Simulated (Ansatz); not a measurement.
## ZnSe (Stilleite): the HSE06 gap against the k mesh of the hybrid

Wanted: the cheapest k mesh of the hybrid that holds the HSE06 gap of ZnSe (Stilleite).

Method: DFT, HSE06, plane waves, PAW, in Ansatz 0.2.0.

## Step 1: The starting structure

The structure is cubic, space group F-43m (No. 216). The conventional cell has a = 5.668 Å, b = 5.668 Å, c = 5.668 Å, α = 90.00°, β = 90.00°, γ = 90.00°. Nearest to Zn lie 4 Se at 2.45 Å. Se has 4 Zn at 2.45 Å nearest. Farther neighbours and most contacts between anions are not listed.

The cell and positions come from the Crystallography Open Database and are kept as given unless a step says otherwise. The default PAW set here is soft_1. Its files were made with PBE.

## Step 2: k mesh of the hybrid: 2×2×2

Input file input.yaml:

```yaml
crystal:
  lattice:
    - [0.0, 2.8338, 2.8338]
    - [2.8338, 0.0, 2.8338]
    - [2.8338, 2.8338, 0.0]
  atoms:
    - { symbol: Zn, position: [0.0, 0.0, 0.0] }
    - { symbol: Se, position: [0.25, 0.25, 0.25] }
kpoints:
  mp_grid: { grid: [2, 2, 2] }
  band_path:
    path:
      - [0.0, 0.0, 0.0]
      - [-0.5, -0.5, 0.0]
      - [-0.375, -0.375, 0.25]
      - [-0.375, 0.0, 0.375]
      - [0.0, 0.0, 0.5]
      - [-0.5, -0.25, 0.25]
    npoints: 1
hamiltonian:
  xc: hse06
  pseudopotentials: { kind: paw, azcp: { folder: "./paw" } }
scf:
  occupations: { method: fixed }
  n_extra_bands: 4
output:
  eigenvalues: true
  write_density: true
  write_potential: true
  elf: true
  volumetric_format: npy
```

Started as:

```
> ansatz run input.yaml --threads 3 --pin off --max-ram 92160MiB --backend cuda --events-out ev --progress --plain --runs-dir out --devices 1 --max-vram 13GiB
```

Numbers of over 12 decimals in the logs are rounded to 6 here.

What it wrote:

```text
scf.n_extra_bands = 4 over 14 filled bands (N_el = 28.0): the run solves 18 bands
exact exchange: scf.exx.singularity resolves to wigner_seitz, which cuts the screened interaction at the faces of the exchange supercell's Wigner-Seitz cell, so that each pair interacts once, at the shortest of its separations (the periodic images that this leaves out come, for a point-like exchange hole, to about 0.101 eV on a filled level). The cut falls within the interaction's reach, and what an exchange supercel [...]
GPUs: using 1 of 1 available (devices: 1).
Engine: ansatz 0.2.0, x86_64-unknown-linux-gnu
Pseudopotentials: kind: paw
Pseudopotential: Zn, paw, valence charge 12, recommended cutoff 420 eV (normal), <dir>
Pseudopotential: Se, paw, valence charge 16, recommended cutoff 420 eV (normal), <dir>
Functional definition: HSE06
  parameter a = 0.25
  parameter omega = 0.11/bohr
  exchange = pbe_x - a*pbe_x_sr(omega) + a*exact_x_sr(omega)
  correlation = pbe_c
davidson cushion auto → on  (no smearing: the cushion is to keep the highest requested band from converging to the state above it; pin scf.eigensolver.cushion to override)
device memory: the entry about to start is reckoned to put 0.8 GiB on a device that reports 71.5 GiB free (of which the cap on the GPU budget leaves the run 13.0 GiB)
GPU FFT provider: cuFFT
GPU libraries: cuBLAS 13.8.2, cuFFT 12.4.0, cuSOLVER 12.3.4
Crystal: 2 atoms, lattice volume = 45.513 Å³
Basis set: ecut = 420 eV, 893 PW (Γ)
Bands: 18, of which v1, the nominal top of the filled ones, is band 14 counted from 1 (13 counted from 0)
Symmetry: 24 space group operations
Space group: F-43m (ITA 216), of the structure as read, at distance tolerance 3.6e-5 Å
k-points: 3 of 8
Non-local potential: Zn, projectors of the file, l = 0: 2, l = 1: 2, l = 2: 3, l = 3: 1
Non-local potential: Se, projectors of the file, l = 0: 2, l = 1: 2, l = 2: 3, l = 3: 1
PAW form: soft (Blöchl's): semilocal exchange-correlation on the pseudo side does not see the compensation charge
PAW frozen core: Zn, regenerated for the run's functional, and the local potential with it (the file was generated under x = pbe(κ = 0.804, μ = 0.219515), c = pbe(β = 0.066725))
PAW frozen core: Se, regenerated for the run's functional, and the local potential with it (the file was generated under x = pbe(κ = 0.804, μ = 0.219515), c = pbe(β = 0.066725))
PAW one-centre angular grid: Zn, 590 points (default); XC on 64 Gauss nodes
PAW one-centre angular grid: Se, 590 points (default); XC on 64 Gauss nodes
Initial density: superposition of atomic densities (chi_scale 0.1, normalization cell, long waves kept (reshape's long-wave potential 0.00 eV rms))
Initial wavefunctions: pseudopotential atomic-orbital guess
GPU buffer pool allocated for 19683 grid points (all kernels)
GPU transforms: local potential and band sums: pruned to the plane-wave sphere, on 25×27×27
Functional: x = pbe(κ = 0.804, μ = 0.219515), c = pbe(β = 0.066725), warm-up for x = pbe(κ = 0.804, μ = 0.219515) + 0.25 (exact − pbe) at short range (hse, ω = 0.207870 Å⁻¹), c = pbe(β = 0.066725); HSE06 as pw.x's `hse` composes it (authors' and Libxc's form: `xc: wpbeh`)
SCF iter   1: F=—  HF=-8788.315850 eV  |F-HF|=—  |Δ(HF+E_count)|=         —  Δρ=6.75e-2  dr2=1.12e0  ethr=1.00e-1  ⟨swp⟩=6.7  Hψ=177  notcnv=0
preconditioner: auto → none  [insulator: Δε(μ)=1.157 eV  Ē_g=12.768 eV  n_scr=14 (ndim 8)  ℏωp=23.4 eV  f_vac=0.060]
SCF iter   2: F=—  HF=-8788.167383 eV  |F-HF|=—  |Δ(HF+E_count)|=   1.48e-1  Δρ=2.78e-2  dr2=2.30e-1  ethr=4.00e-3  ⟨swp⟩=4.0  Hψ=162  notcnv=0
SCF iter   3: F=—  HF=-8788.076639 eV  |F-HF|=—  |Δ(HF+E_count)|=   9.07e-2  Δρ=1.43e-2  dr2=5.34e-2  ethr=8.20e-4  ⟨swp⟩=3.3  Hψ=150  notcnv=0
iter 4 solved again at ethr=8.58e-6 eV; its pass at ethr=1.91e-4 eV (dr2=2.40e-3 eV) is discarded
SCF iter   4: F=—  HF=-8788.072096 eV  |F-HF|=—  |Δ(HF+E_count)|=   4.54e-3  Δρ=2.87e-3  dr2=2.38e-3  ethr=8.58e-6  ⟨swp⟩=4.3  Hψ=267  notcnv=0  defer=1
[...]
Frozen-core exchange: fock
SCF iter   1: F=—  HF=-8789.850020 eV  |F-HF|=—  |Δ(HF+E_count)|=         —  Δρ=2.11e-2  dr2=1.02e-1  ethr=8.33e-8  ⟨swp⟩=8.3  Hψ=360  notcnv=0
preconditioner: auto → none  [insulator: Δε(μ)=2.556 eV  Ē_g=14.551 eV  n_scr=14 (ndim 8)  ℏωp=23.4 eV  f_vac=0.158]
SCF iter   2: F=—  HF=-8789.815341 eV  |F-HF|=—  |Δ(HF+E_count)|=   3.47e-2  Δρ=5.40e-3  dr2=7.47e-3  ethr=8.33e-8  ⟨swp⟩=6.0  Hψ=273  notcnv=0
SCF iter   3: F=—  HF=-8789.825439 eV  |F-HF|=—  |Δ(HF+E_count)|=   1.01e-2  Δρ=3.72e-3  dr2=2.88e-3  ethr=8.33e-8  ⟨swp⟩=5.0  Hψ=253  notcnv=0
SCF iter   4: F=—  HF=-8789.824786 eV  |F-HF|=—  |Δ(HF+E_count)|=   6.53e-4  Δρ=5.96e-4  dr2=1.04e-4  ethr=8.33e-8  ⟨swp⟩=4.7  Hψ=217  notcnv=0
SCF iter   5: F=—  HF=-8789.825027 eV  |F-HF|=—  |Δ(HF+E_count)|=   2.41e-4  Δρ=1.86e-4  dr2=2.90e-5  ethr=8.33e-8  ⟨swp⟩=4.0  Hψ=171  notcnv=0
SCF iter   6: F=-8789.825015 eV  HF=-8789.825017 eV  |F-HF|=1.58e-6  |Δ(HF+E_count)|=   1.01e-5  Δρ=8.00e-5  dr2=5.74e-6  ethr=8.33e-8  ⟨swp⟩=3.3  Hψ=139  notcnv=0
SCF 2 stopped early in 6 iterations: F = -8789.825015 eV  dr2 = 5.74e-6
hybrid outer 1: dexx = +1.143e-2 eV, tail = 7.84e-5 eV
GPU FFT provider: cuFFT
GPU libraries: cuBLAS 13.8.2, cuFFT 12.4.0, cuSOLVER 12.3.4
GPU buffer pool allocated for 19683 grid points (all kernels)
GPU transforms: local potential and band sums: pruned to the plane-wave sphere, on 25×27×27
Exchange kernel: α = 0.2500, screened, ω = 0.2079 Å⁻¹, Wigner–Seitz truncation, v(0) = 716.6669 eV·Å³, q-mesh 2×2×2, nearest image of the exchange supercell L = 8.02 Å, pair-density grid 15×15×15, without the augmentation charges, whose exchange is taken in its separable form by FFT convolution over the k-point mesh (sized by the pseudopotential files, 24×24×24 at the most), smooth part of the exact exchange by density-matrix convolution in up to 223.4 MiB of GPU memory as planned if the GPU has room (build and FFT work areas not counted)
Frozen-core exchange: fock
SCF iter   1: F=—  HF=-8789.824557 eV  |F-HF|=—  |Δ(HF+E_count)|=         —  Δρ=1.39e-4  dr2=5.32e-6  ethr=1.40e-6  ⟨swp⟩=3.0  Hψ=127  notcnv=0
preconditioner: auto → none  [insulator: Δε(μ)=2.581 eV  Ē_g=14.270 eV  n_scr=14 (ndim 8)  ℏωp=23.4 eV  f_vac=0.159]
SCF iter   2: F=—  HF=-8789.824557 eV  |F-HF|=—  |Δ(HF+E_count)|=   2.81e-7  Δρ=4.65e-5  dr2=7.06e-7  ethr=1.65e-8  ⟨swp⟩=4.0  Hψ=191  notcnv=0
SCF iter   3: F=—  HF=-8789.824557 eV  |F-HF|=—  |Δ(HF+E_count)|=   6.30e-7  Δρ=1.53e-5  dr2=1.55e-7  ethr=2.11e-9  ⟨swp⟩=4.0  Hψ=164  notcnv=0
SCF iter   4: F=-8789.824557 eV  HF=-8789.824557 eV  |F-HF|=1.47e-8  |Δ(HF+E_count)|=   4.49e-8  Δρ=7.83e-6  dr2=1.98e-8  ethr=4.76e-10  ⟨swp⟩=3.3  Hψ=136  notcnv=0
SCF 3 converged in 4 iterations: F = -8789.824557 eV  dr2 = 1.98e-8
hybrid outer 2: dexx = +8.789e-7 eV, tail = 8.44e-8 eV, Δε = 7.60e-3 eV (about 3.86e-4 eV left of the loop's levels)
device memory: the entry about to start is reckoned to put 0.3 GiB on a device that reports 71.9 GiB free (of which the cap on the GPU budget leaves the run 13.0 GiB)
NSCF: frozen V_eff on 6 k-points
hybrid SCF converged: 2 outer / 10 inner (+6 warm-up), last move |dexx| = 8.79e-7 eV, tail = 8.44e-8 eV
Stability not checked: this state was not tested for a lower state beside it, because the functional holds exact exchange (a hybrid, or Hartree-Fock), whose exchange loop this test does not read (fock_operator; see scf.lower_state_search)
Free energy (F): -8789.824557 eV
Frozen-core exchange: fock
Harris-Foulkes:  -8789.824557 eV  (|F-HF|=1.47e-8)
Internal energy: -8789.824557 eV  (E = F + TS)
E sigma→0 (E₀):  -8789.824557 eV
Fermi energy:    6.082256 eV
--- Per-component energies (eV) ---
  E_band       = -451.711580
  E_kinetic    = 260.199854
  E_local      = -4862.051809  (includes V_loc(G=0)·N_el)
  E_nonlocal   = 471.926346
  E_hartree    = 2257.732928
  E_xc         = -132.060547
  E_vxc        = -114.050590  (∫ρ·V_xc dr)
  E_exx        = -110.500405  (= α·E_x^exact, valence–valence)
  E_paw        = -3953.697115  (= ΣΔE_a)
  E_vpaw       = -502.194350  (= ΣTr[D̂ρ^β])
  E_aug_tail   = -0.000662  (compensation charges beyond the density's cutoff)
  E_ewald      = -2720.942845
  E_core_change = -0.430302  (= ΣΔE_core)
  E_smearing   = -0.000000  (= −TS)
  E_closure    = -0.000000  (closes the sum)
  Σ components = -8789.824557   (vs F -8789.824557, Δ=0.00e0)
--- Band table (eV) ---
  k-point 0: bands = [... 10 lower, -2.1008, 6.0823, 6.0823, 6.0823, 8.6640, 12.9719, 12.9719, 12.9719]
  k-point 1: bands = [... 10 lower, -1.9070, 0.6271, 5.1767, 5.1767, 9.8022, 13.5265, 13.5265, 15.8478]
  k-point 2: bands = [... 10 lower, -1.8500, 0.9753, 3.7999, 3.7999, 9.9521, 10.6146, 18.3653, 18.8666]
```

Run time: 15 s. Hardware: 1 × NVIDIA H100 80GB HBM3 (shared by 6 runs) with 3 threads of AMD EPYC 7R13 (Zen 3), shared host; peak memory 1 GiB; 6.1 s of CPU time.

Numbers from this step:

- gap: 2.582 eV
- valence top at: Γ
- conduction bottom at: Γ
- least direct gap: 2.582 eV
- exact-exchange fraction: 0.25

The gap is direct, at Γ.

## Step 3: k mesh of the hybrid: 4×4×4

Changes to input.yaml since step 2:

```diff
@@ -9,3 +9,3 @@
 kpoints:
-  mp_grid: { grid: [2, 2, 2] }
+  mp_grid: { grid: [4, 4, 4] }
   band_path:
@@ -27,5 +27 @@
   eigenvalues: true
-  write_density: true
-  write_potential: true
-  elf: true
-  volumetric_format: npy
```

What it wrote:

```text
[...]
GPUs: using 1 of 1 available (devices: 1).
[...]
GPU FFT provider: cuFFT
GPU libraries: cuBLAS 13.8.2, cuFFT 12.4.0, cuSOLVER 12.3.4
Crystal: 2 atoms, lattice volume = 45.513 Å³
Basis set: ecut = 420 eV, 893 PW (Γ)
Bands: 18, of which v1, the nominal top of the filled ones, is band 14 counted from 1 (13 counted from 0)
Symmetry: 24 space group operations
[...]
k-points: 8 of 64 (time reversal used)
[...]
E sigma→0 (E₀):  -8791.140042 eV
Fermi energy:    5.908644 eV
[...]
--- Band table (eV; the first three rows and the last of 8) ---
  k-point 0: bands = [... 10 lower, -2.0298, 5.9086, 5.9086, 5.9086, 8.3428, 12.8552, 12.8552, 12.8552]
  k-point 1: bands = [... 10 lower, -2.0304, 2.6852, 5.4102, 5.4102, 9.7969, 13.5140, 13.5140, 13.6460]
  k-point 2: bands = [... 10 lower, -1.8434, 0.3777, 4.9960, 4.9960, 9.5675, 13.4031, 13.4031, 15.6361]
  k-point 7: bands = [... 10 lower, -1.6870, 0.9909, 2.9150, 3.1360, 12.3381, 12.7950, 14.1113, 14.6748]
[key lines of the parts left out:]
Free energy (F): -8791.140042 eV
```

Wall time 23 s (1 × NVIDIA H100 80GB HBM3 (shared by 6 runs) with 3 threads); peak memory 1 GiB.

This step gave:

* gap: 2.434 eV
* valence top at: Γ
* conduction bottom at: Γ
* least direct gap: 2.434 eV

The gap is 2.434 eV, −0.148 eV from the run before at this level.

## Step 4: k mesh of the hybrid: 6×6×6

Changes to input.yaml since step 3:

```diff
@@ -9,3 +9,3 @@
 kpoints:
-  mp_grid: { grid: [4, 4, 4] }
+  mp_grid: { grid: [6, 6, 6] }
   band_path:
```

What it wrote:

```text
[...]
GPUs: using 1 of 1 available (devices: 1).
[...]
GPU FFT provider: cuFFT
GPU libraries: cuBLAS 13.8.2, cuFFT 12.4.0, cuSOLVER 12.3.4
Crystal: 2 atoms, lattice volume = 45.513 Å³
Basis set: ecut = 420 eV, 893 PW (Γ)
Bands: 18, of which v1, the nominal top of the filled ones, is band 14 counted from 1 (13 counted from 0)
Symmetry: 24 space group operations
[...]
k-points: 16 of 216 (time reversal used)
[...]
E sigma→0 (E₀):  -8791.189892 eV
Fermi energy:    5.898202 eV
[...]
--- Band table (eV; the first three rows and the last of 16) ---
  k-point 0: bands = [... 10 lower, -2.0268, 5.8982, 5.8982, 5.8982, 8.3107, 12.8457, 12.8457, 12.8457]
  k-point 1: bands = [... 10 lower, -2.0285, 3.9521, 5.6344, 5.6344, 9.5526, 12.8953, 13.2742, 13.2742]
  k-point 2: bands = [... 10 lower, -2.0225, 1.5334, 5.1828, 5.1828, 9.6991, 13.5225, 13.5225, 14.6802]
  k-point 15: bands = [... 10 lower, -1.7102, 0.9116, 3.0692, 3.2269, 11.2988, 11.8795, 15.4413, 15.7294]
[key lines of the parts left out:]
Free energy (F): -8791.189892 eV
```

It took 30 s on 1 × NVIDIA H100 80GB HBM3 (shared by 6 runs) with 3 threads; peak memory 1.2 GiB; 21 s of CPU time.

This step gave:

| Quantity | Value |
| --- | --- |
| gap | 2.413 eV |
| valence top at | Γ |
| conduction bottom at | Γ |
| least direct gap | 2.413 eV |

The gap is 2.413 eV, −0.022 eV from the run before at this level.

## Step 5: The series

Differences are against the last row; a negative gap means that bands overlap, and a run with a band path holds that path's time. Times are wall times on 1 × NVIDIA H100 80GB HBM3 (shared by 6 runs) with 3 threads of AMD EPYC 7R13 (Zen 3), shared host, good to a factor of about two.

| k mesh of the hybrid | gap (eV) | direct gap (eV) | gap error (eV) | energy error (meV/atom) | irreducible k | time |
| --- | --- | --- | --- | --- | --- | --- |
| 2×2×2 | 2.582 | 2.582 | +0.169 | +682.7 | 3 | 15 s |
| 4×4×4 | 2.434 | 2.434 | +0.022 | +24.9 | 8 | 23 s |
| 6×6×6 | 2.413 | 2.413 | +0.000 | +0.0 | 16 | 30 s |

## Step 6: Results

| Quantity | Value |
| --- | --- |
| 2×2×2 | 2.582 eV |
| 4×4×4 | 2.434 eV |
| 6×6×6 | 2.413 eV |

What this shows: The gap holds to 0.02 eV from 6×6×6 on, the last run itself, so the series does not show convergence. At 2×2×2 the gap is off by +0.169 eV and the energy by +683 meV/atom. The gap is read over the mesh and added points near the edges, so meshes differ mainly through the density and, for a hybrid, the exchange operator.

[Paths, hosts, dates, memory and timing lines, banners, echoed tables and standing remarks are left out of the program output.]

[Logs are printed without paths, hosts, clocks, repeated set-up lines and the standing remarks that a program may print on its own settings, such as how far it seeks lower states.]

[Runs of the session that timed out or met a known fault of the program may be left out.]

[Cells called generated may have been cut or substituted from an entry of the Crystallography Open Database or the Materials Project.]

[Hosts, paths, dates, database ids (printed as entryN), source tags and the programs' standing remarks are cut or masked in the printed files.]
